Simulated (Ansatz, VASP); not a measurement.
This is a calculation of GaSb for VASP 6.6.1.

Contents of POSCAR:

```
GaSb
1.0
    0.0000000000      3.0590000000      3.0590000000
    3.0590000000      0.0000000000      3.0590000000
    3.0590000000      3.0590000000      0.0000000000
Sb Ga
1 1
Direct
    0.7500000000      0.7500000000      0.7500000000
    0.0000000000      0.0000000000      0.0000000000
```

INCAR.step1

```
PREC     = Accurate       # precision mode
ENCUT    = 520            # plane-wave cutoff, eV
EDIFF    = 1E-5           # SCF threshold, eV
ISMEAR   = -1             # smearing method
SIGMA    = 0.05           # smearing width, eV
LREAL    = False          # projectors in reciprocal space
LASPH    = True           # aspherical terms in the spheres
NELM     = 100            # most SCF steps
ALGO     = Normal         # electronic algorithm
ISIF     = 2              # what is computed and relaxed
LWAVE    = True           # write WAVECAR
LCHARG   = False          # write CHGCAR
NBANDS   = 16             # bands
GGA      = PE             # functional
```

Contents of INCAR.step2:

```
PREC     = Accurate       # precision mode
ENCUT    = 520            # plane-wave cutoff, eV
EDIFF    = 1E-7           # SCF threshold, eV
ISMEAR   = -1             # smearing method
SIGMA    = 0.05           # smearing width, eV
LREAL    = False          # projectors in reciprocal space
LASPH    = True           # aspherical terms in the spheres
NELM     = 100            # most SCF steps
ALGO     = Normal         # electronic algorithm
ISIF     = 2              # what is computed and relaxed
LWAVE    = False          # write WAVECAR
LCHARG   = False          # write CHGCAR
METAGGA  = R2SCAN         # meta-GGA
LHFCALC  = True           # exact exchange
AEXX     = 0.1            # exact-exchange fraction
LMIXTAU  = True         
PRECFOCK = Fast         
HFRCUT   = -1           
NBANDS   = 16             # bands
ISTART   = 1
```

Contents of KPOINTS:

```
regular mesh
0
Gamma
  4 4 4
```

File KPOINTS_OPT:

```
path GXWKGLUWLK,UX
10
line-mode
reciprocal
 0.0000000000  0.0000000000  0.0000000000  G
 0.5000000000  0.0000000000  0.5000000000  X

 0.5000000000  0.0000000000  0.5000000000  X
 0.5000000000  0.2500000000  0.7500000000  W

 0.5000000000  0.2500000000  0.7500000000  W
 0.3750000000  0.3750000000  0.7500000000  K

 0.3750000000  0.3750000000  0.7500000000  K
 0.0000000000  0.0000000000  0.0000000000  G

 0.0000000000  0.0000000000  0.0000000000  G
 0.5000000000  0.5000000000  0.5000000000  L

 0.5000000000  0.5000000000  0.5000000000  L
 0.6250000000  0.2500000000  0.6250000000  U

 0.6250000000  0.2500000000  0.6250000000  U
 0.5000000000  0.2500000000  0.7500000000  W

 0.5000000000  0.2500000000  0.7500000000  W
 0.5000000000  0.5000000000  0.5000000000  L

 0.5000000000  0.5000000000  0.5000000000  L
 0.3750000000  0.3750000000  0.7500000000  K

 0.6250000000  0.2500000000  0.6250000000  U
 0.5000000000  0.0000000000  0.5000000000  X
```

Potentials or basis: VASP PAW PBE potentials, release 64 (Sb, Ga_d).

Command:

```sh
$ cat potpaw_PBE.64/Sb/POTCAR potpaw_PBE.64/Ga_d/POTCAR > POTCAR
$ cp INCAR.step1 INCAR
$ mpirun -np 1 vasp_std > vasp.out
$ cp INCAR.step2 INCAR
$ mpirun -np 1 vasp_std > vasp.out
```

Q: Set up the same calculation for Ansatz 0.2.0. Potentials there: Ansatz PAW.

A: As run (the cutoff follows the program's own potentials):

File input.yaml:

```yaml
crystal:
  lattice:
    - [0.0, 3.059, 3.059]
    - [3.059, 0.0, 3.059]
    - [3.059, 3.059, 0.0]
  atoms:
    - { symbol: Sb, position: [0.75, 0.75, 0.75] }
    - { symbol: Ga, position: [0.0, 0.0, 0.0] }
hamiltonian:
  xc: r2scanh
  pseudopotentials: { kind: paw }
kpoints:
  mp_grid: { grid: [4, 4, 4] }
  band_path:
    path:
      - [[0.0, 0.0, 0.0], [0.5, 0.0, 0.5], [0.5, 0.25, 0.75], [0.375, 0.375, 0.75], [0.0, 0.0, 0.0], [0.5, 0.5, 0.5], [0.625, 0.25, 0.625], [0.5, 0.25, 0.75], [0.5, 0.5, 0.5], [0.375, 0.375, 0.75]]
      - [[0.625, 0.25, 0.625], [0.5, 0.0, 0.5]]
    npoints: 4
scf:
  occupations: { method: fermi_dirac, width: 0.05 }
  n_extra_bands: 6
output:
  forces: true
  stress: true
  eigenvalues: true
  fatbands: false
```

Potentials or basis: Ansatz PAW.

Run with:

```console
$ ansatz run input.yaml --threads 2 --pin off --max-ram 5632MiB --backend cpu --events-out ev --progress --plain --runs-dir out
```

Both were run:

|  | VASP | Ansatz | Ansatz less VASP |
| --- | --- | --- | --- |
| gap on the k mesh at the Fermi level (eV) | 0.96 | 0.96 | +0.006 |
| least direct gap on the mesh (eV) | 0.96 | 0.96 | +0.006 |
| gap along the band path (eV) | 0.96 | 0.96 | +0.006 |
| pressure (GPa) | 0.0 | 0.2 | +0.12 |

The two sets of potentials don't hold the same shells in valence.

Caveats: the k mesh is coarse (spacing up to 0.44 Å⁻¹), so the values aren't converged, least of all with exact exchange; spin-orbit coupling is left out, which moves the levels of the heavy elements; the PAW data sets were made with another functional, which shifts forces and pressure a little (VASP); the PAW data sets come from PBE, with cores solved anew for the run's functional, which leaves a small shift of forces and pressure (Ansatz); the thresholds are loose for stress (Ansatz).
